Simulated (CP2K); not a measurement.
# Equation of state of Al under LDA

It takes space group Pm-3m (No. 221, cubic). The conventional cell has a = 2.722 Å, b = 2.722 Å, c = 2.722 Å, α = 90.00°, β = 90.00°, γ = 90.00°. Al (site symmetry m-3m) is surrounded by 6 Al at 2.72 Å.

This isn't the form of Al at room conditions, which is fcc.

The cell was scaled at fixed shape and fractions and run with CP2K, GTH_POTENTIALS Al GTH-PADE-q3; TZVP-MOLOPT-PBE-GTH basis; LDA, k mesh 10 × 10 × 10 on the cell of 1 atom, fermi-dirac occupations of 0.05 eV, no spin polarisation, no spin-orbit coupling. Energies are those that the program minimises, any entropy of the smearing included. For a metal such a mesh isn't converged to the digits shown.

| V (Å³/atom) | energy over the lowest row (meV/atom) |
| --- | --- |
| 18.9530 | 0.89 |
| 19.3562 | 0.00 |
| 19.7595 | 2.12 |
| 20.1627 | ? |
| 20.5660 | 14.67 |
| 20.9692 | 24.61 |
| 21.3725 | 36.63 |

**Question.** Fit the third-order Birch-Murnaghan form, give V0, B0 and B′, and predict the energy left open.

**Answer.** With y = (V0/V)^(2/3), E = E0 + (9 V0 B0/16) [(y - 1)³ B′ + (y - 1)² (6 - 4y)]. Least squares through the rows shown give V0 = 19.2699 Å³/atom, E0 = -0.10 meV, B0 = 59.78 GPa (1 eV/Å³ = 160.218 GPa) and B′ = 3.38, with a largest miss of 0.03 meV. At V = 20.1627 the form with these constants gives 7.12 meV; the run gave 7.09 meV an atom.
